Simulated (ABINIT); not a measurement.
Runs of ABINIT 10.8.3 (patched build) on Ge. Symmetry: Fd-3m, No. 227, cubic system. Conventional cell: a = 5.658 Å, b = 5.658 Å, c = 5.658 Å, α = 90.00°, β = 90.00°, γ = 90.00°. Ge (site symmetry -43m) has 4 Ge at 2.45 Å as nearest neighbours. 

| task | level | potentials or basis | k mesh | cutoff (eV) | share of exact exchange | most SCF steps | fine-grid cutoff | mesh quality | gap on the mesh (eV) | pressure (GPa) | V0 of scaled cells (Å³/atom) | B0 (GPa) |
| --- | --- | --- | --- | --- | --- | --- | --- | --- | --- | --- | --- | --- |
| single point | PBE0 | SG15 NC PBE v1.2 | 3 × 3 × 3 | 599 | 0.05 | 60 | - | coarse | 0.38 | 3.3 | - | - |
| equation of state | r2SCAN | JTH PAW PBE v2.0 | 8 × 8 × 8 | 707 | - | - | 1306.15 eV | not flagged | - | - | 22.94 | 70 |
| single point | PBE0 | SG15 NC PBE v1.2 | 3 × 3 × 3 | 599 | 0.35 | 60 | - | coarse | 2.43 | -6.3 | - | - |
| single point | PBE0 | SG15 NC PBE v1.2 | 3 × 3 × 3 | 599 | 0.25 | 60 | - | coarse | (a) | -3.0 | - | - |
| equation of state | PBEsol | PseudoDojo NC SR PBEsol v0.4.1 standard | 8 × 8 × 8 | 1061 | - | - | - | not flagged | - | - | 22.86 | 66 |
| single point | PBE0 | SG15 NC PBE v1.2 | 3 × 3 × 3 | 599 | 0.5 | 60 | - | coarse | 3.52 | -11.3 | - | - |
| equation of state | PBEsol | JTH PAW PBE v2.0 | 8 × 8 × 8 | 599 | - | - | 1197.3 eV | not flagged | - | - | 22.90 | 66 |
| single point | PBEsol | PseudoDojo NC SR PBEsol v0.4.1 standard | 8 × 8 × 8 | 1061 | - | - | - | not flagged | (b) | 0.6 | - | - |

Alike in all rows: no spin polarisation; cell as given; smearing fermi-dirac 0.05 eV.

Q: Fill in the values left out.

A: (a) 1.73; (b) none.

Caveats: some runs use coarse meshes; exact exchange is summed on a coarse mesh, which widens gaps by tenths of an eV (some runs); the potentials were made for another functional, which shifts forces and pressure (some runs); an odd mesh through Γ misses points on the zone boundary, where band edges often lie (some runs); pressures at fixed basis lie under the slope of the energies (some runs); the PAW data sets were made with another functional, which shifts forces and pressure a little (some runs); the atomic spheres overlap (some runs); this crystal is a semiconductor, whose small gap the functional closes, so the metal is an error of the method (some runs).

A k mesh can miss the band edges, and the runs leave out spin-orbit coupling on Ge.

Runs at the PBE level aren't shown here.
